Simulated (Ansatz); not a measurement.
# PbS (Galena) under changes of volume

One of the cells (26.086 Å³/atom); the others are scaled copies at fixed shape and fractional positions:

```xyz
2
Lattice="0.0000 2.9657 2.9657 2.9657 0.0000 2.9657 2.9657 2.9657 0.0000" Properties=species:S:1:pos:R:3 pbc="T T T"
Pb    0.0000    0.0000    0.0000
S     2.9657    2.9657    2.9657
```

| Property | Result |
| --- | --- |
| Program | Ansatz 0.2.0 |
| Functional | PBE |
| Potentials or basis | Ansatz PAW |
| Cutoff | 420 eV (not typed: the program's choice for these potentials) |
| k mesh | 8 × 8 × 8 |
| Occupations | fermi-dirac, width 0.05 eV |
| Spin | no spin polarisation |

```csv
volume (Å³/atom),energy over the lowest point (meV/atom),pressure (GPa),gap on the mesh (eV)
24.521,?,?,?
25.042,30.19,5.0,0.20
25.564,16.32,3.5,0.28
26.086,6.96,2.2,0.36
26.607,1.64,1.0,0.43
27.129,0.00,0.0,0.49
27.651,1.67,-1.0,0.55
```

Question: What does the run at 24.521 Å³/atom give?

Answer: Energy over the lowest point 48.99 meV/atom; pressure 6.6 GPa; gap on the mesh 0.11 eV.

Worked out: A Birch-Murnaghan fit of order 3 (a polynomial in V^(-2/3)) to the other rows has its minimum at 27.12 Å³/atom with B0 = V·E''(V) = 53 GPa and B' = 4.2. It gives 48.99 meV/atom at 24.521 Å³/atom, against the run's 48.99, and -dE/dV = 6.6 GPa, against 6.6. A straight line through the other rows of the gap, of slope 3.54 eV per unit of ln V (its deformation potential), extrapolates to 0.13 eV, against the run's 0.11.

Energies are extrapolated to zero smearing.

Caveats: spin-orbit coupling is left out, which as a rule narrows the gap of such compounds by several tenths of an eV.

A mesh can miss the band edges.
